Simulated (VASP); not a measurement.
Input of a VASP 6.6.1 run:

INCAR

```
SYSTEM = BP
  PREC = Accurate
  ENCUT = 600
  EDIFF = 1E-7
  ISMEAR = 0
  SIGMA = 0.03
  LREAL = .FALSE.
  LASPH = .TRUE.
  NELM = 80
  ALGO = Fast
  ISIF = 2
  LWAVE = .FALSE.
  LCHARG = .FALSE.
  IBRION = 2
  NSW = 40
  EDIFFG = -0.01
```

File KPOINTS:

```
Automatic mesh
0
G
  10 10 10
  0 0 0
```

File POSCAR:

```
BP                                      
1.0
    0.0000000000      2.2145233123      2.2145233123
    2.2145233123      0.0000000000      2.2145233123
    2.2145233123      2.2145233123      0.0000000000
  B               P             
     1     1
Direct
     0.0000000000000000    0.0000000000000000    0.0000000000000000
     0.2500000000000000    0.2500000000000000    0.2500000000000000
```

Potentials or basis: VASP PAW LDA potentials, release 64 (B, P).

Command:

```console
$ cat potpaw_LDA.64/B/POTCAR potpaw_LDA.64/P/POTCAR > POTCAR
$ mpirun -np 1 vasp_std > vasp.out
```

Problem. Predict the band gap on the k mesh.

Solution. 1.10 eV, indirect (least direct gap 3.50 eV).

Final structure:
```
B P
1.0
     0.00000    2.21452    2.21452
     2.21452    0.00000    2.21452
     2.21452    2.21452    0.00000
B P
1 1
Direct
  0.00000 0.00000 0.00000
  0.25000 0.25000 0.25000
```

Caveat: the relaxation stopped at its first step, so nothing moved. A k mesh can miss the band edges.
